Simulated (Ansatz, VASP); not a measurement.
## One calculation of TiSi2, two programs

```
Ti Si
1.0
     0.00000    4.11752    4.26290
     2.38951    0.00000    4.26290
     2.38951    4.11752    0.00000
Ti Si
2 4
Direct
  0.75000 0.75000 0.75000
  0.50000 0.50000 0.50000
  0.41257 0.08743 0.41257
  0.08743 0.41257 0.08743
  0.16257 0.83743 0.16257
  0.83743 0.16257 0.83743
```

The cell is a database's computed one.

Alike in both runs: task relaxation of cell and atoms; functional PBEsol; k mesh 5 × 5 × 5; occupations fermi-dirac, width 0.05 eV; no spin polarisation; Hubbard terms Ti d U = 4 eV.

```csv
,VASP,Ansatz
version,VASP 6.6.1,Ansatz 0.2.0
potentials or method,"VASP PAW PBE potentials, release 64 (Ti_sv, Si)",Ansatz PAW
plane-wave cutoff (eV),600,420
valence electrons in the cell,40,40
```

```tsv
	VASP	Ansatz	Ansatz less VASP
gap on the k mesh at the Fermi level, each at its own relaxed structure (eV)	none	none	-
relaxed volume (Å³/atom)	14.27	14.12	-0.154
relaxed cell length with the largest relative difference (Å)	4.935	4.907	-0.0272
energy change over the relaxation (meV/atom)	-5	-2	+3.0
```

The programs project onto different local orbitals, so the same U acts differently. A gap of «none» marks a metal or a gap that the smearing closes.

Caveats: U without spin polarisation on a metal has little footing; the U is typed as a test and isn't derived for this compound; the PAW data sets were made with another functional, which shifts forces and pressure a little (VASP); the plane-wave basis is chosen anew once the cell has moved, so the energies of steps on either side of that aren't comparable (Ansatz); the PAW data sets come from PBE, with cores solved anew for the run's functional, which leaves a small shift of forces and pressure (Ansatz).
